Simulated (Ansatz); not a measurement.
ZrO2: equation of state with LDA

Crystal: ZrO2.

```
Zr O
1.0
     0.00000    2.54507    2.54507
     2.54507    0.00000    2.54507
     2.54507    2.54507    0.00000
Zr O
1 2
Direct
  0.00000 0.00000 0.00000
  0.75000 0.75000 0.75000
  0.25000 0.25000 0.25000
```

Measurements of this composition are mostly on another form, of space group No. 14.

| Quantity | Value |
| --- | --- |
| Program | Ansatz 0.2.0 |
| Task | equation of state |
| Functional | LDA |
| Potentials or basis | Ansatz PAW |
| Cutoff | 420 eV |
| Density cutoff | 1680 eV |
| k mesh | 9 × 9 × 9 |
| Occupations | fermi-dirac, width 0.05 eV |
| Spin | no spin polarisation |

```yaml
Equilibrium_volume: 10.58 Å³/atom
Bulk_modulus: 274 GPa
Pressure_derivative_of_the_bulk_modulus: 4.4
```

Energy against volume, from the lowest point:
```tsv
volume (Å³/atom)	energy (meV/atom)
10.331	5.26
10.551	0.00
10.770	2.74
10.990	12.49
11.210	28.58
11.430	50.38
11.650	77.17
```

All runs of the series together: 7.5 s on 2 threads of AMD EPYC 7R43 64-Core Processor (Zen 3), on a shared host.
